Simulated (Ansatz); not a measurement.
# TiC: energy and pressure over a range of volumes

How stiff is TiC, and at what volume does the pressure vanish? The cell is scaled evenly, atoms carried along, and solved with LAPW, PAW and all-electron datasets made for the crystal.

Computed with Ansatz 0.2.0 (DFT PBE, scalar-relativistic, unless a step's input says otherwise).

### Step 1. The system as given

Symmetry: Fm-3m, No. 225, cubic system. Conventional cell: a = 4.328 Å, b = 4.328 Å, c = 4.328 Å, α = 90.00°, β = 90.00°, γ = 90.00°. Around Ti (site symmetry m-3m) lie 6 C at 2.16 Å. C (site symmetry m-3m) is surrounded by 6 Ti at 2.16 Å.

Coordinates:

```cif
data_structure
_symmetry_space_group_name_H-M 'Fm-3m'
_symmetry_Int_Tables_number 225
_cell_length_a 4.3280
_cell_length_b 4.3280
_cell_length_c 4.3280
_cell_angle_alpha 90.000
_cell_angle_beta 90.000
_cell_angle_gamma 90.000
_cell_volume 81.07
loop_
_atom_site_label
_atom_site_type_symbol
_atom_site_symmetry_multiplicity
_atom_site_Wyckoff_symbol
_atom_site_fract_x
_atom_site_fract_y
_atom_site_fract_z
_atom_site_occupancy
Ti1 Ti 4 a 0.00000 0.00000 0.00000 1
C1 C 4 b 0.50000 0.00000 0.00000 1
```

The file gives the conventional cell by its symmetry; the runs use the cell typed in the input.

The structure is an experimental refinement, used without relaxation.

Atoms are numbered in the order of the input: Ti1, C2.

### Step 2. Volume × 0.9405, LAPW

File input.yaml:

```yaml
crystal:
  lattice:
    - [0.0, 2.120200128, 2.120200128]
    - [2.120200128, 0.0, 2.120200128]
    - [2.120200128, 2.120200128, 0.0]
  atoms:
    - { symbol: Ti, position: [0.0, 0.0, 0.0] }
    - { symbol: C, position: [0.5, 0.5, 0.5] }
kpoints:
  mp_grid: { grid: [16, 16, 16] }
scf:
  occupations: { method: fermi_dirac, width: 0.03 }
hamiltonian:
  xc: pbe
  pseudopotentials: { kind: all_electron, lapw: { basis_error: 0.001 } }
output:
  forces: true
  stress: true
  eigenvalues: true
```

Launch:

```sh
ansatz run input.yaml --threads 1 --pin off --max-ram 2048MiB --backend cpu --events-out ev --progress --plain --runs-dir out
```

The program printed, shortened:

```text
LAPW: plane waves up to 9.246 Å⁻¹, error target 1.0e-3 eV per atom; small_component_spin mean_spin; C in spheres of 0.919 Å, 6 of its electrons in bands, Dirac shells []; Ti in spheres of 1.201 Å, 18 of its electrons in bands, Dirac shells []
[...]
Pseudopotentials: kind: all_electron
Pseudopotential: Ti, LAPW, valence charge 18, Koelling and Harmon's equation, gaussian nucleus
Pseudopotential: C, LAPW, valence charge 6, Koelling and Harmon's equation, gaussian nucleus
Functional definition: PBE
[...]
Crystal: 2 atoms, lattice volume = 19.062 Å³
Basis set: ecut = 325.71542058175044 eV, 259 PW (Γ), exchange–correlation at level 2
Bands: 16, of which v1, the nominal top of the filled ones, is band 12 counted from 1 (11 counted from 0)
Symmetry: 48 space group operations
Space group: Fm-3m (ITA 225), of the structure as read, at distance tolerance 2.7e-5 Å
k-points: 145 of 4096
[...]
SCF iter   1: F=—  HF=-24274.087824 eV  |F-HF|=—  |Δ(HF+E_count)|=         —  Δρ=1.66e-1  dr2=6.23e0  ethr=2.59e-2  ⟨swp⟩=2.0  Hψ=14543  notcnv=0
[...]
the basis was enlarged: its passes take 118.4 KiB over the memory plan, 1 of 1 planned eigensolver slots
[...]
SCF iter   9: F=-24271.789594 eV  HF=-24271.789594 eV  |F-HF|=5.37e-9  |Δ(HF+E_count)|=   4.07e-7  Δρ=2.81e-6  dr2=1.15e-9  ethr=9.29e-10  ⟨swp⟩=3.0  Hψ=6908  notcnv=0
[...]
SCF converged after 9 iterations
Free energy (F): -24271.789594 eV
[...]
E sigma→0 (E₀):  -24271.788975 eV
Entropy (-TS):   -0.001239 eV (-0.619 meV/atom)
Fermi energy:    16.274267 eV
[...]
--- Forces (eV/Å), atoms counted from 1 ---
  atom   1  Ti    -0.00000000     0.00000000     0.00000000
  atom   2  C      0.00000000    -0.00000000    -0.00000000
[...]
--- Stress (GPa, compression-positive) ---
       18.443794       0.000000       0.000000
        0.000000      18.443794       0.000000
        0.000000       0.000000      18.443794
  P = ⅓ Tr σ = 18.4438 GPa (184.438 kbar)
--- Band table (eV; the first three rows and the last of 145) ---
  k-point 0: bands = ["-421.5391", "-421.5391", "-421.5391", "-248.2105", "-40.0743", "-16.0751", "-16.0751", "-16.0751", "3.5953", "17.0044", "17.0044", "17.0044", "18.0415", "18.0415", "18.0415", "18.1477"]
[...]
```

Run time: 12 s. Hardware: 1 thread, shared host.

This run gives: pressure 18.44 GPa; no gap.

### Step 3. Volume × 0.9405, PAW

input.yaml: that of step 2 with these lines changed.

```diff
@@ -14,3 +14,3 @@
   xc: pbe
-  pseudopotentials: { kind: all_electron, lapw: { basis_error: 0.001 } }
+  pseudopotentials: { kind: paw }
 output:
@@ -19 +19,2 @@
   eigenvalues: true
+  efg: { contact_densities: true }
```

Launch:

```sh
ansatz run input.yaml --threads 1 --pin off --max-ram 2048MiB --backend cpu --events-out ev --progress --plain --runs-dir out
```

The program printed, shortened:

```text
[...]
Pseudopotentials: kind: paw
Pseudopotential: Ti, paw, valence charge 12, recommended cutoff 420 eV (normal)
Pseudopotential: C, paw, valence charge 4, recommended cutoff 420 eV (normal)
[... 1 set-up line as earlier in the session ...]
[...]
Crystal: 2 atoms, lattice volume = 19.062 Å³
Basis set: ecut = 420 eV, 339 PW (Γ), exchange–correlation on 48×48×48 points (8 copies of the dense FFT grid, shifted against one another)
Bands: 12, of which v1, the nominal top of the filled ones, is band 8 counted from 1 (7 counted from 0)
[... 2 set-up lines as earlier in the session ...]
k-points: 145 of 4096
[...]
SCF iter   1: F=—  HF=-2752.202738 eV  |F-HF|=—  |Δ(HF+E_count)|=         —  Δρ=4.00e-3  dr2=2.51e-3  ethr=1.77e-3  ⟨swp⟩=4.4  Hψ=8341  notcnv=0
[...]
Fermi energy:    15.804063 eV
[...]
--- Forces (eV/Å), atoms counted from 1 ---
  atom   1  Ti    -0.00000000    -0.00000000     0.00000000
  atom   2  C      0.00000000    -0.00000000    -0.00000000
[...]
--- Stress (GPa, compression-positive) ---
       18.456053      -0.000000       0.000000
        0.000000      18.456053       0.000000
        0.000000       0.000000      18.456053
  P = ⅓ Tr σ = 18.4561 GPa (184.561 kbar)
--- PAW observables at the nuclei: V_zz in 10²¹ V/m², potentials from the cell's mean, atoms counted from 1 ---
  atom   1  Ti V_zz =    +0.000000   η = 0.0000   by run symmetry: forbidden
            electrostatic potential = -2534.566142 V   contact ρ = 56787.073191 e/Å³
  atom   2  C  V_zz =    -0.000000   η = 0.0000   by run symmetry: forbidden
            electrostatic potential = -423.604242 V   contact ρ = 870.014439 e/Å³
--- Band table (eV; the first three rows and the last of 145) ---
  k-point 0: bands = ["-40.5417", "-16.5410", "-16.5410", "-16.5410", "3.1234", "16.5347", "16.5347", "16.5347", "17.5718", "17.5718", "17.5718", "17.6800"]
[...]
```

It took 2.2 s on 1 thread, shared host.

This run gives: pressure 18.46 GPa; no gap.

### Step 4. Volume × 0.9405, crystal datasets

input.yaml: that of step 3 with these lines changed.

```diff
@@ -14,3 +14,3 @@
   xc: pbe
-  pseudopotentials: { kind: paw }
+  pseudopotentials: { kind: all_electron, datasets: crystal }
 output:
```

Launch:

```sh
ansatz run input.yaml --threads 1 --pin off --max-ram 2048MiB --backend cpu --events-out ev --progress --plain --runs-dir out
```

The program printed, shortened:

```text
[...]
[... 1 set-up line as earlier in the session ...]
Pseudopotential: Ti, paw, valence charge 12, recommended cutoff 360 eV (normal), Koelling and Harmon's equation, gaussian nucleus
Pseudopotential: C, paw, valence charge 4, recommended cutoff 360 eV (normal), Koelling and Harmon's equation, gaussian nucleus
[... 1 set-up line as earlier in the session ...]
[...]
Crystal: 2 atoms, lattice volume = 19.062 Å³
Basis set: ecut = 360 eV, 307 PW (Γ), exchange–correlation on 40×40×40 points (8 copies of the dense FFT grid, shifted against one another)
Bands: 12, of which v1, the nominal top of the filled ones, is band 8 counted from 1 (7 counted from 0)
[... 2 set-up lines as earlier in the session ...]
k-points: 145 of 4096
[...]
--- Forces (eV/Å), atoms counted from 1 ---
  atom   1  Ti    -0.00000000     0.00000000     0.00000000
  atom   2  C      0.00000000    -0.00000000     0.00000000
[...]
--- Stress (GPa, compression-positive) ---
       18.444880      -0.000000      -0.000000
       -0.000000      18.444880      -0.000000
       -0.000000      -0.000000      18.444880
  P = ⅓ Tr σ = 18.4449 GPa (184.449 kbar)
--- PAW observables at the nuclei: V_zz in 10²¹ V/m², potentials from the cell's mean, atoms counted from 1 ---
  atom   1  Ti V_zz =    -0.000000   η = 0.0000   by run symmetry: forbidden
            electrostatic potential = -2534.366864 V   contact ρ = 56834.531725 e/Å³
  atom   2  C  V_zz =    -0.000000   η = 0.0000   by run symmetry: forbidden
            electrostatic potential = -423.598039 V   contact ρ = 870.163714 e/Å³
--- Band table (eV; the first three rows and the last of 145) ---
  k-point 0: bands = ["-40.0740", "-16.0749", "-16.0749", "-16.0749", "3.5954", "17.0045", "17.0045", "17.0045", "18.0415", "18.0415"]
[...]
```

It took 10 s on 1 thread, shared host.

Read from it: pressure 18.44 GPa; no gap.

### Step 5. Volume × 0.97, LAPW

File input.yaml:

```yaml
crystal:
  lattice:
    - [0.0, 2.1421399196, 2.1421399196]
    - [2.1421399196, 0.0, 2.1421399196]
    - [2.1421399196, 2.1421399196, 0.0]
  atoms:
    - { symbol: Ti, position: [0.0, 0.0, 0.0] }
    - { symbol: C, position: [0.5, 0.5, 0.5] }
kpoints:
  mp_grid: { grid: [16, 16, 16] }
scf:
  occupations: { method: fermi_dirac, width: 0.03 }
hamiltonian:
  xc: pbe
  pseudopotentials: { kind: all_electron, lapw: { basis_error: 0.001 } }
output:
  forces: true
  stress: true
  eigenvalues: true
```

Launch:

```sh
ansatz run input.yaml --threads 1 --pin off --max-ram 2048MiB --backend cpu --events-out ev --progress --plain --runs-dir out
```

The program printed, shortened:

```text
LAPW: plane waves up to 9.155 Å⁻¹, error target 1.0e-3 eV per atom; small_component_spin mean_spin; C in spheres of 0.929 Å, 6 of its electrons in bands, Dirac shells []; Ti in spheres of 1.213 Å, 18 of its electrons in bands, Dirac shells []
[...]
[... 4 set-up lines as earlier in the session ...]
[...]
Crystal: 2 atoms, lattice volume = 19.660 Å³
Basis set: ecut = 319.3129175878829 eV, 259 PW (Γ), exchange–correlation at level 2
Bands: 16, of which v1, the nominal top of the filled ones, is band 12 counted from 1 (11 counted from 0)
[... 2 set-up lines as earlier in the session ...]
k-points: 145 of 4096
[...]
SCF iter   9: F=-24271.840484 eV  HF=-24271.840484 eV  |F-HF|=6.18e-11  |Δ(HF+E_count)|=   5.63e-8  Δρ=2.99e-7  dr2=1.21e-11  ethr=2.95e-10  ⟨swp⟩=2.0  Hψ=6573  notcnv=0
[...]
SCF converged after 9 iterations
Free energy (F): -24271.840484 eV
[...]
E sigma→0 (E₀):  -24271.839832 eV
Entropy (-TS):   -0.001304 eV (-0.652 meV/atom)
Fermi energy:    15.710029 eV
[...]
--- Forces (eV/Å), atoms counted from 1 ---
  atom   1  Ti    -0.00000000     0.00000000     0.00000000
  atom   2  C      0.00000000    -0.00000000    -0.00000000
[...]
--- Stress (GPa, compression-positive) ---
        9.058309       0.000000      -0.000000
        0.000000       9.058309       0.000000
       -0.000000       0.000000       9.058309
  P = ⅓ Tr σ = 9.0583 GPa (90.583 kbar)
--- Band table (eV; the first three rows and the last of 145) ---
  k-point 0: bands = ["-422.2701", "-422.2701", "-422.2701", "-248.8508", "-40.7314", "-16.7505", "-16.7505", "-16.7505", "3.1696", "16.4297", "16.4297", "16.4297", "17.4362", "17.4362", "17.4362", "17.5142"]
[...]
```

Wall time 12 s (1 thread, shared host).

Read from it: pressure 9.06 GPa; no gap.

### Step 6. Volume × 0.97, PAW

input.yaml: that of step 5 with these lines changed.

```diff
@@ -14,3 +14,3 @@
   xc: pbe
-  pseudopotentials: { kind: all_electron, lapw: { basis_error: 0.001 } }
+  pseudopotentials: { kind: paw }
 output:
@@ -19 +19,2 @@
   eigenvalues: true
+  efg: { contact_densities: true }
```

Launch:

```sh
ansatz run input.yaml --threads 1 --pin off --max-ram 2048MiB --backend cpu --events-out ev --progress --plain --runs-dir out
```

The program printed, shortened:

```text
[...]
[... 4 set-up lines as earlier in the session ...]
[...]
Crystal: 2 atoms, lattice volume = 19.660 Å³
Basis set: ecut = 420 eV, 387 PW (Γ), exchange–correlation on 48×48×48 points (8 copies of the dense FFT grid, shifted against one another)
Bands: 12, of which v1, the nominal top of the filled ones, is band 8 counted from 1 (7 counted from 0)
[... 2 set-up lines as earlier in the session ...]
k-points: 145 of 4096
[...]
SCF iter   1: F=—  HF=-2752.253614 eV  |F-HF|=—  |Δ(HF+E_count)|=         —  Δρ=3.88e-3  dr2=2.30e-3  ethr=1.77e-3  ⟨swp⟩=4.3  Hψ=8323  notcnv=0
[...]
Fermi energy:    15.254685 eV
[...]
--- Forces (eV/Å), atoms counted from 1 ---
  atom   1  Ti    -0.00000000     0.00000000     0.00000000
  atom   2  C      0.00000000    -0.00000000     0.00000000
[...]
--- Stress (GPa, compression-positive) ---
        9.079386       0.000000       0.000000
       -0.000000       9.079386      -0.000000
       -0.000000       0.000000       9.079386
  P = ⅓ Tr σ = 9.0794 GPa (90.794 kbar)
--- PAW observables at the nuclei: V_zz in 10²¹ V/m², potentials from the cell's mean, atoms counted from 1 ---
  atom   1  Ti V_zz =    +0.000000   η = 0.0000   by run symmetry: forbidden
            electrostatic potential = -2533.808611 V   contact ρ = 56786.746612 e/Å³
  atom   2  C  V_zz =    +0.000000   η = 0.0000   by run symmetry: forbidden
            electrostatic potential = -422.934135 V   contact ρ = 869.960188 e/Å³
--- Band table (eV; the first three rows and the last of 145) ---
  k-point 0: bands = ["-41.1843", "-17.2018", "-17.2018", "-17.2018", "2.7123", "15.9748", "15.9748", "15.9748", "16.9802", "16.9802", "16.9802", "17.0607"]
[...]
```

It took 3.2 s on 1 thread, shared host.

In short: pressure 9.08 GPa; no gap.

[end of part 1 of 2]
